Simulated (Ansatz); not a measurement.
Crystal: HfC.

```
CELL_PARAMETERS angstrom
0.00000 2.32500 2.32500
2.32500 0.00000 2.32500
2.32500 2.32500 0.00000
ATOMIC_POSITIONS crystal
Hf 0.50000 0.50000 0.50000
C 0.00000 0.00000 0.00000
```

Base run:

* Program: Ansatz 0.2.0
* Functional: PBEsol
* Potentials or basis: Ansatz PAW
* Cutoff: 420 eV
* Density cutoff: 1680 eV
* k mesh: 10 × 10 × 10
* Occupations: fermi-dirac, width 0.05 eV
* Spin: no spin polarisation
* Hubbard terms: Hf d U = 5 eV

Its results: band gap on the k mesh none (metal or under the smearing width); pressure 2.4 GPa.

**Question.** After a change of settings the same cell gave: band gap on the k mesh none (metal or under the smearing width); pressure 0.4 GPa. Which change was it?
A. functional from PBEsol to revPBE; hubbard terms from Hf d U = 5 eV to none; hubbard projectors from ortho-atomic (the default) to none
B. functional from PBEsol to LDA; hubbard terms from Hf d U = 5 eV to none; hubbard projectors from ortho-atomic (the default) to none
C. hubbard terms from Hf d U = 5 eV to Hf d U = 4 eV
D. functional from PBEsol to BLYP; hubbard terms from Hf d U = 5 eV to none; hubbard projectors from ortho-atomic (the default) to none

**Answer.** C.

Caveats: U without spin polarisation on a metal has little footing; the PAW data sets come from PBE, with cores solved anew for the run's functional, which leaves a small shift of forces and pressure; the U is typed as a test and isn't derived for this compound.

Not every run made on this cell is shown here.
